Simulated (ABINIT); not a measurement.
Input of an ABINIT 10.8.3 (patched build) run:

run.abi

```
ndtset 2

pp_dirpath "./"
pseudos "Ti.GGA_PBE-JTH.xml, Al.GGA_PBE-JTH.xml"

acell 3*1.0
rprim
     5.4183403473     0.0000000000     0.0000000000
    -2.7091701735     4.6924203870     0.0000000000
     0.0000000000     0.0000000000     8.8402956583
ntypat 2
znucl 22 13
natom 2
typat 1 2
xcart
     0.0000000000     0.0000000000     0.0000000000
    -0.0000000001     1.6554146219     2.3390415000 Angstrom

ecut 18.0
pawecutdg 36.0
pawxcdev 0

ixc -120135

occopt 3
tsmear 0.00183747

nstep 100

iomode 3
prtwf 0
prteig 0
prtebands 0
prtden1 1

kptopt1 1
ngkpt1 11 11 6
nshiftk1 1
shiftk1 0.0 0.0 0.0
nband1 12
tolvrs1 1.0e-9

iscf2 -2
getden2 1
nband2 18
nbdbuf2 4
tolwfr2 1.0e-11
kptopt2 -7
ndivsm2 5
prteig2 1
kptbounds2
     0.0000000000     0.0000000000     0.0000000000
     0.5000000000     0.0000000000     0.0000000000
     0.3333333333     0.3333333333     0.0000000000
     0.0000000000     0.0000000000     0.0000000000
     0.0000000000     0.0000000000     0.5000000000
     0.5000000000     0.0000000000     0.5000000000
     0.3333333333     0.3333333333     0.5000000000
     0.0000000000     0.0000000000     0.5000000000
```

Potentials or basis: JTH PAW PBE v2.0.

Command:

```bash
$ abinit run.abi > log 2>&1
```

**Question.** What does it give for the band gap on the k mesh?

**Answer.** None (metal or under the smearing width).

**Question.** Predict the pressure.

**Answer.** -2.7 GPa.

Levels at the corners of the path, in eV from the Fermi level:
| point | band 3 | band 4 | band 5 | band 6 | band 7 | band 8 | band 9 | band 10 | band 11 | band 12 |
| --- | --- | --- | --- | --- | --- | --- | --- | --- | --- | --- |
| Γ | -32.22 | -32.22 | -8.89 | -2.27 | -1.81 | 1.30 | 1.30 | 2.78 | 2.78 | 3.94 |
| M | -32.55 | -32.35 | -3.67 | -2.77 | -1.52 | -0.97 | 2.12 | 3.99 | 4.09 | 4.16 |
| K | -32.63 | -32.54 | -1.96 | -1.67 | -1.65 | -0.51 | 0.00 | 1.95 | 2.81 | 4.14 |
| Γ | -32.22 | -32.22 | -8.89 | -2.27 | -1.81 | 1.30 | 1.30 | 2.78 | 2.78 | 3.94 |
| A | -32.22 | -32.22 | -7.98 | -5.26 | -0.41 | 1.31 | 1.31 | 2.71 | 2.71 | 6.80 |
| L | -32.55 | -32.35 | -3.62 | -2.36 | -1.80 | 0.55 | 0.98 | 1.92 | 2.97 | 3.99 |
| H | -32.63 | -32.54 | -1.99 | -1.89 | -0.64 | -0.59 | 0.01 | 1.27 | 3.29 | 4.50 |
| A | -32.22 | -32.22 | -7.98 | -5.26 | -0.41 | 1.31 | 1.31 | 2.71 | 2.71 | 6.80 |

Caveat: the PAW data sets were made with another functional, which shifts forces and pressure a little.
